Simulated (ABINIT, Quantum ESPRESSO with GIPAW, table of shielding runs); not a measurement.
# KF in space group Pm-3m: GIPAW and the converse approach side by side, part 2 of 2

Aim: the absolute shielding of each site of KF in space group Pm-3m by linear response (GIPAW) and by the converse method, at several levels, with their costs.

ABINIT 10.8.3 and Quantum ESPRESSO with GIPAW.

So far: The structure; GIPAW: ground state; GIPAW: response.

### Step 4. Converse method: dipole on K1; PBE, zora 0, 22 Ha, 4×4×4 (shifted)

Level of this step: DFT, PBE, plane-wave PAW (JTH 2.0), scalar-relativistic datasets, non-relativistic dipole terms (zora 0), shielding from the orbital moment that a nuclear dipole induces (ABINIT).

A nuclear dipole of one atomic unit is put on one atom. The ground state with the dipole is followed by the k-derivatives of the wave functions, and the induced orbital moment, with its sign turned, is the shielding tensor applied to the dipole's direction; the site's symmetry gives the rest. The dipole breaks time reversal, so the whole zone is sampled. JTH 2.0 datasets hold the cores' Lamb term.

Input file run.abi:

```
ndtset 2
acell 3*1.0 Angstrom
rprim
  3.25895500 0.00000000 0.00000000
  0.00000000 3.25895500 0.00000000
  0.00000000 0.00000000 3.25895500
natom 2
ntypat 2
znucl 19 9
typat 1 2
xred
  0.00000000 0.00000000 0.00000000
  0.50000000 0.50000000 0.50000000
pseudos "K_PBE_JTH.xml, F_PBE_JTH.xml"
ecut 22
pawecutdg 44
pawovlp -1
kptopt 3
ngkpt 4 4 4
nshiftk 1
shiftk 0.5 0.5 0.5
nband 8
occopt 1
nsym 1
symmorphi 0
istwfk *1
chkprim 0
chksymbreak 0
chksymtnons 0
optforces 0
optstress 0
pawcpxocc 2
usexcnhat 0
paral_atom 0
paral_kgb 0
prtden 0
prteig 0
prtebands 0
prtgsr 0
natnd 1
iatnd 1
atndlist 1 0 0
tolvrs1 1d-14
nstep1 50
rfddk2 1
rfdir2 1 1 1
iscf2 -3
getwfk2 -1
orbmag2 2
tolwfr2 1d-18
nstep2 30
prtwf2 0
```

Launch:

```
> abinit run.abi > log
```

Numbers of over 12 decimals in the logs are rounded to 6 here.

Output:

```text
DATASET    1 : space group P1 (#  1); Bravais aP (primitive triclinic)
[...]
Values of the parameters that define the memory need for DATASET  1.
     intxc =       0    ionmov =       0      iscf =      17    lmnmax =      13
     lnmax =       5     mgfft =      30  mpssoang =       3    mqgrid =    3001
     natom =       2  nloc_mem =       2    nspden =       1   nspinor =       1
    nsppol =       1      nsym =       1    n1xccc =       1    ntypat =       2
    occopt =       1   xclevel =       2
       mpw =        1159          nfft =       27000          nkpt =          64
 PAW method is used; the additional fine FFT grid is defined by:
   mgfftf=        40    nfftf =     64000
[...]
DATASET    2 : space group P1 (#  1); Bravais aP (primitive triclinic)
[...]
Values of the parameters that define the memory need for DATASET  2 (RF).
     intxc =       0      iscf =      -3    lmnmax =      13     lnmax =       5
     mgfft =      30  mpssoang =       3    mqgrid =    3001     natom =       2
  nloc_mem =       2    nspden =       1   nspinor =       1    nsppol =       1
      nsym =       1    n1xccc =       1    ntypat =       2    occopt =       1
   xclevel =       2
      nfft =       27000          nkpt =          64
[...]
acell      1.8897261259E+00  1.8897261259E+00  1.8897261259E+00 Bohr
              amu      3.90983000E+01  1.89984032E+01
         atndlist      1.0000000000E+00  0.0000000000E+00  0.0000000000E+00
[...]
ecut      2.20000000E+01 Hartree
           getwfk1          0
           getwfk2         -1
            iatnd        1    0
             iscf1         17
             iscf2         -3
              ixc     -101130
           jdtset        1    2
     [kpt list left out]
           kptopt           3
         kptrlatt        4    0    0      0    4    0      0    0    4
[...]
natnd           1
            natom           2
            nband           8
           ndtset           2
            ngfft          30      30      30
          ngfftdg          40      40      40
             nkpt          64
            nstep1         50
            nstep2         30
             nsym           1
           ntypat           2
        nucdipmom      1.0000000000E+00  0.0000000000E+00  0.0000000000E+00
[...]
occ      2.000000  2.000000  2.000000  2.000000  2.000000  2.000000
[...]
optforces           0
        optstress           0
           orbmag1          0
           orbmag2          2
        pawcpxocc           2
        pawecutdg      4.40000000E+01 Hartree
          pawovlp     -1.0000000000E+00
[...]
rfddk1          0
            rfddk2          1
            rprim      3.2589550000E+00  0.0000000000E+00  0.0000000000E+00
[...]
shiftk      5.00000000E-01  5.00000000E-01  5.00000000E-01
          spgroup           1
        symmorphi           0
           tolvrs1     1.00000000E-14
           tolvrs2     0.00000000E+00
           tolwfr1     0.00000000E+00
           tolwfr2     1.00000000E-18
            typat      1  2
        usexcnhat           0
           useylm           1
     [wtk list left out]
[...]
xred      0.0000000000E+00  0.0000000000E+00  0.0000000000E+00
[...]
znucl       19.00000    9.00000
[...]
dimensions: {natom: 2, nkpt: 64, mband: 8, nsppol: 1, nspinor: 1, nspden: 1, mpw: 1159, }
cutoff_energies: {ecut:  22.0, pawecutdg:  44.0, }
electrons: {nelect:   1.60000000E+01, charge:   0.00000000E+00, occopt:   1.00000000E+00, tsmear:   1.00000000E-02, }
[...]
Unit cell volume ucvol=  2.3357787E+02 bohr^3
[...]
Coarse grid specifications (used for wave-functions):
[...]
Fine grid specifications (used for densities):
[...]
2.96023763E+02                                ecore*ucvol(ha*bohr**3)
[...]
solver: {iscf: 17, nstep: 50, nline: 4, wfoptalg: 10, }
tolerances: {tolvrs: 1.00E-14, }
[...]
ETOT  1  -52.984102029139    -5.298E+01 4.751E-01 1.680E+01
 ETOT  2  -53.032090664121    -4.799E-02 1.163E-04 1.230E+01
 ETOT  3  -53.019607502834     1.248E-02 5.757E-05 1.232E+00
 ETOT  4  -53.018539647449     1.068E-03 1.898E-06 5.039E-01
 ETOT  5  -53.018066073644     4.736E-04 1.038E-06 1.060E-02
 ETOT  6  -53.018086751249    -2.068E-05 2.008E-07 3.936E-04
 ETOT  7  -53.018088548307    -1.797E-06 1.141E-08 2.864E-05
 ETOT  8  -53.018088652660    -1.044E-07 3.317E-10 6.589E-06
 ETOT  9  -53.018088667114    -1.445E-08 2.648E-11 4.945E-08
 ETOT 10  -53.018088667179    -6.506E-11 2.361E-12 7.155E-09
 ETOT 11  -53.018088667253    -7.419E-11 6.889E-13 9.878E-10
 ETOT 12  -53.018088667256    -2.871E-12 2.148E-14 1.880E-10
 ETOT 13  -53.018088667257    -1.286E-12 5.809E-15 5.780E-12
 ETOT 14  -53.018088667257    -1.208E-13 6.506E-16 1.901E-12
 ETOT 15  -53.018088667257     2.842E-13 3.281E-17 1.487E-13
 ETOT 16  -53.018088667257    -2.274E-13 9.566E-18 2.877E-14
 ETOT 17  -53.018088667257    -3.553E-14 1.517E-18 1.655E-15

[...]
f-sum rule ratio=    8.9835256585E-01
 Expectation of eigenvalue derivatives (hartree) for nkpt=  64  k points:
  (in case of degenerate eigenvalues, averaged derivative)
 [levels by k-point left out]

 Nine components of 2nd-order total energy (hartree) are
 1,2,3: 0th-order hamiltonian combined with 1st-order wavefunctions
     kin0=   2.54581955E+01 eigvalue=   2.82245710E+00  local=  -1.66414276E+01  nclr dpl0=  -1.27983418E-07
 4,5,6: 1st-order hamiltonian combined with 1st and 0th-order wfs
     kin1=  -2.99227887E+01  Hartree=   0.00000000E+00     xc=   0.00000000E+00  nclr dpl1=   0.00000000E+00
 7,8,9: eventually, occupation + non-local contributions
    edocc=   0.00000000E+00     enl0=   2.54336619E+00   enl1=   9.51344025E-01
 10: eventually, PAW "on-site" Hxc contribution: epaw1=   0.00000000E+00
 1-10 gives the relaxation energy (to be shifted if some occ is /=2.0)
   erelax=  -1.47888536E+01
 11 Contribution from 1st-order change of wavefunctions overlap
 eovl1 =  -3.03131246E-01
  No Ewald or frozen-wf contrib.: the relaxation energy is the total one
 2DEtotal=   -0.1478885357E+02 Ha. Also 2DEtotal=   -0.402425206724E+03 eV
    (  non-var. 2DEtotal :   -1.4788853573E+01 Ha)
[...]
symkpt : not enough symmetry to change the number of k points.

 Initialisation of the first-order wave-functions :
  ireadwf=   0
[...]
solver: {iscf: -3, nstep: 30, nline: 4, wfoptalg: 10, }
tolerances: {tolwfr: 1.00E-18, }
[...]
At SCF step   11   max residual=  9.37E-19 < tolwfr=  1.00E-18 =>converged.
[...]
----iterations are completed or convergence reached----
[...]
f-sum rule ratio=    8.9835256544E-01
 Expectation of eigenvalue derivatives (hartree) for nkpt=  64  k points:
  (in case of degenerate eigenvalues, averaged derivative)
 [levels by k-point left out]

 Nine components of 2nd-order total energy (hartree) are
 1,2,3: 0th-order hamiltonian combined with 1st-order wavefunctions
     kin0=   2.54582087E+01 eigvalue=   2.82245744E+00  local=  -1.66414354E+01  nclr dpl0=  -2.51215611E-07
 4,5,6: 1st-order hamiltonian combined with 1st and 0th-order wfs
     kin1=  -2.99227887E+01  Hartree=   0.00000000E+00     xc=   0.00000000E+00  nclr dpl1=   3.76509025E-10
 7,8,9: eventually, occupation + non-local contributions
    edocc=   0.00000000E+00     enl0=   2.54336420E+00   enl1=   9.51337145E-01
 10: eventually, PAW "on-site" Hxc contribution: epaw1=   0.00000000E+00
 1-10 gives the relaxation energy (to be shifted if some occ is /=2.0)
   erelax=  -1.47888568E+01
 11 Contribution from 1st-order change of wavefunctions overlap
 eovl1 =  -3.03131068E-01
  No Ewald or frozen-wf contrib.: the relaxation energy is the total one
 2DEtotal=   -0.1478885683E+02 Ha. Also 2DEtotal=   -0.402425295263E+03 eV
    (  non-var. 2DEtotal :   -1.4788856826E+01 Ha)
[...]
symkpt : not enough symmetry to change the number of k points.

 Initialisation of the first-order wave-functions :
  ireadwf=   0
[...]
solver: {iscf: -3, nstep: 30, nline: 4, wfoptalg: 10, }
tolerances: {tolwfr: 1.00E-18, }
[...]
ETOT  2  -14.788612426295     -3.692E-02 4.112E-04 0.000E+00
 ETOT  3  -14.788854715902     -2.423E-04 1.694E-06 0.000E+00
 ETOT  4  -14.788856803887     -2.088E-06 3.060E-08 0.000E+00
 ETOT  5  -14.788856824691     -2.080E-08 2.363E-10 0.000E+00
 ETOT  6  -14.788856824924     -2.324E-10 4.473E-12 0.000E+00
 ETOT  7  -14.788856824927     -2.963E-12 1.453E-13 0.000E+00
 ETOT  8  -14.788856824927     -1.066E-14 2.719E-15 0.000E+00
 ETOT  9  -14.788856824927     -4.796E-14 9.124E-17 0.000E+00
 ETOT 10  -14.788856824927     -3.553E-15 1.735E-18 0.000E+00
 ETOT 11  -14.788856824927     -3.553E-15 9.370E-19 0.000E+00

 At SCF step   11   max residual=  9.37E-19 < tolwfr=  1.00E-18 =>converged.
[...]
----iterations are completed or convergence reached----
[...]
f-sum rule ratio=    8.9835256532E-01
 Expectation of eigenvalue derivatives (hartree) for nkpt=  64  k points:
  (in case of degenerate eigenvalues, averaged derivative)
 [levels by k-point left out]

 Nine components of 2nd-order total energy (hartree) are
 1,2,3: 0th-order hamiltonian combined with 1st-order wavefunctions
     kin0=   2.54582087E+01 eigvalue=   2.82245744E+00  local=  -1.66414354E+01  nclr dpl0=  -2.51215611E-07
 4,5,6: 1st-order hamiltonian combined with 1st and 0th-order wfs
     kin1=  -2.99227887E+01  Hartree=   0.00000000E+00     xc=   0.00000000E+00  nclr dpl1=   3.76510362E-10
 7,8,9: eventually, occupation + non-local contributions
    edocc=   0.00000000E+00     enl0=   2.54336420E+00   enl1=   9.51337146E-01
 10: eventually, PAW "on-site" Hxc contribution: epaw1=   0.00000000E+00
 1-10 gives the relaxation energy (to be shifted if some occ is /=2.0)
   erelax=  -1.47888568E+01
 11 Contribution from 1st-order change of wavefunctions overlap
 eovl1 =  -3.03131068E-01
  No Ewald or frozen-wf contrib.: the relaxation energy is the total one
 2DEtotal=   -0.1478885682E+02 Ha. Also 2DEtotal=   -0.402425295200E+03 eV
    (  non-var. 2DEtotal :   -1.4788856824E+01 Ha)
[...]
Orbital magnetic moment computed with DFPT derivative wavefunctions

 Orbital magnetic moment, Cartesian directions :
 -1.18496950E-03  1.77176721E-10 -4.70846039E-10

 Chern vector, Cartesian directions :
 -3.10823995E-08  3.88032340E-12  3.42943033E-13

 Orbital magnetic moment, term-by-term breakdown :
     rho(1) CC :  -1.00410691E-03  2.20139876E-10 -2.09734163E-11
    rho(1) VV1 :  -2.75822736E-04 -2.73963389E-12  1.20515873E-11
    rho(1) VV2 :   1.71047247E-06  9.61553443E-12 -1.03124428E-11
     rho(0) NL :   2.10041667E-03 -8.13560210E-11 -1.51164731E-10
   <L_R> terms :  -7.91422335E-04  3.15140550E-11 -3.00450505E-10
 <A0.An> terms :  -2.23313480E-05  2.91123782E-15  3.46867808E-15
    Lamb terms :  -1.19341331E-03  0.00000000E+00  0.00000000E+00
 Chern vector, term-by-term breakdown :
  Ch CC :  -1.32989672E-06  3.84917684E-12  4.79708692E-13
 Ch vv1 :   1.29881433E-06  3.11465664E-14 -1.36765659E-13
 Ch vv2 :   8.47032947E-22  1.04029394E-21 -4.24408612E-22
[...]
---- first-order wavefunction calculations are completed ----

 respfn : d/dk was computed, but no 2DTE, so no DDB output.

== END DATASET(S) ==

[key lines of the parts left out:]
Total energy DC (eV): -1.91058063683045E+04
```

The job ended after 6.8 min (1 thread of AMD EPYC 7R43, shared host; peak memory 0.18 GiB).

Along the dipole the shielding is 1185.0 ppm. The Chern vector, which should vanish, has length 3.1e-08.

### Step 5. Converse method: dipole on K1; LDA, zora 0, 22 Ha, 4×4×4 (shifted)

Against the PBE run at zora 0 on the same mesh, the functional is changed.

Changes to run.abi since step 4:

```diff
@@ -13,3 +13,3 @@
   0.50000000 0.50000000 0.50000000
-pseudos "K_PBE_JTH.xml, F_PBE_JTH.xml"
+pseudos "K_LDA_JTH.xml, F_LDA_JTH.xml"
 ecut 22
```

Launch:

```
> abinit run.abi > log
```

Output:

```text
[... set-up and SCF cycles left out ...]

 Orbital magnetic moment computed with DFPT derivative wavefunctions

 Orbital magnetic moment, Cartesian directions :
 -1.16327053E-03 -3.83167264E-10 -2.00262582E-12

 Chern vector, Cartesian directions :
 -4.35921347E-08 -3.78604074E-12 -1.96206105E-13

 Orbital magnetic moment, term-by-term breakdown :
     rho(1) CC :  -1.02020407E-03  4.41547286E-11  3.33569002E-10
    rho(1) VV1 :  -2.93059747E-04 -1.00989399E-11 -1.96434006E-12
    rho(1) VV2 :   2.26031440E-06 -2.85723982E-11  6.74541711E-12
     rho(0) NL :   2.13051766E-03  9.65125805E-11 -5.86981735E-11
   <L_R> terms :  -7.67811232E-04 -4.85159373E-10 -2.81652626E-10
 <A0.An> terms :  -2.40273346E-05 -3.86236296E-15 -1.90546154E-15
    Lamb terms :  -1.19094612E-03  0.00000000E+00  0.00000000E+00
 Chern vector, term-by-term breakdown :
  Ch CC :  -1.51745681E-06 -3.90827326E-12  1.81998187E-14
 Ch vv1 :   1.47386468E-06  1.22232518E-13 -2.14405923E-13
 Ch vv2 :   4.23516474E-21  3.29388555E-21 -3.65579474E-22
[...]
---- first-order wavefunction calculations are completed ----

 respfn : d/dk was computed, but no 2DTE, so no DDB output.

== END DATASET(S) ==
```

The job ended after 6.8 min (1 thread; peak memory 0.18 GiB).

Along the dipole the shielding is 1163.3 ppm. The Chern vector, which should vanish, has length 4.4e-08.

### Step 6. All levels side by side

The runs with the dipole on the other atom differ from those above in iatnd alone.

```
                              level  dipole on  shielding along it (ppm)  Chern vector
PBE, zora 0, 22 Ha, 4×4×4 (shifted)         K1                    1185.0       3.1e-08
PBE, zora 0, 22 Ha, 4×4×4 (shifted)         F2                     288.4       1.7e-07
LDA, zora 0, 22 Ha, 4×4×4 (shifted)         K1                    1163.3       4.4e-08
LDA, zora 0, 22 Ha, 4×4×4 (shifted)         F2                     268.5       2.3e-07
```

Isotropic shieldings in ppm, all without the macroscopic shape term. Core time is summed over the runs of a row, on shared hosts.

| method | functional | relativity | cutoff | mesh | core time | σ K1 | σ F2 |
| --- | --- | --- | --- | --- | --- | --- | --- |
| GIPAW | PBE | scalar | 55 Ry | 5×5×5 | 2 min | 1187.0 | 284.1 |
| converse | PBE | zora 0 | 22 Ha | 4×4×4, shifted | 13 min | 1185.0 | 288.4 |
| converse | LDA | zora 0 | 22 Ha | 4×4×4, shifted | 14 min | 1163.3 | 268.5 |

### Step 7. What came out

```
σ_iso of 39K (K1), GIPAW            : 1187.0 ppm
σ_iso of 39K (K1), converse, zora 0 : 1185.0 ppm
σ_iso of 19F (F2), GIPAW            : 284.1 ppm
σ_iso of 19F (F2), converse, zora 0 : 288.4 ppm
```

Without spin-orbit coupling the converse values lie -2.0 ppm (K1) and +4.3 ppm (F2) from GIPAW's, at 6.6 times the core time. LDA in place of PBE moves K1 by -21.7 ppm and F2 by -19.9 ppm. GIPAW's log warns of levels that differ between two diagonalisations, on empty bands alone, which the response doesn't use. This build of gipaw.x prints that it isn't audited and that its numbers are no references by themselves. GIPAW's mesh and the cutoffs were not varied. Atoms are fixed at the given structure, with no thermal motion. The shape term of a sphere, left out, would add about 9 ppm to every shielding, by GIPAW's valence susceptibility. The CsCl type is a high-pressure form for this salt, here at the volume of its database entry.

[Banner, clock, file and dataset-listing lines were taken out of the logs.]

[Logs are printed without paths, hosts, clocks, repeated set-up lines and the standing remarks that a program may print on its own settings, such as how far it seeks lower states.]

[Hosts, paths, dates, database ids (printed as entryN), source tags and the programs' standing remarks are cut or masked in the printed files.]
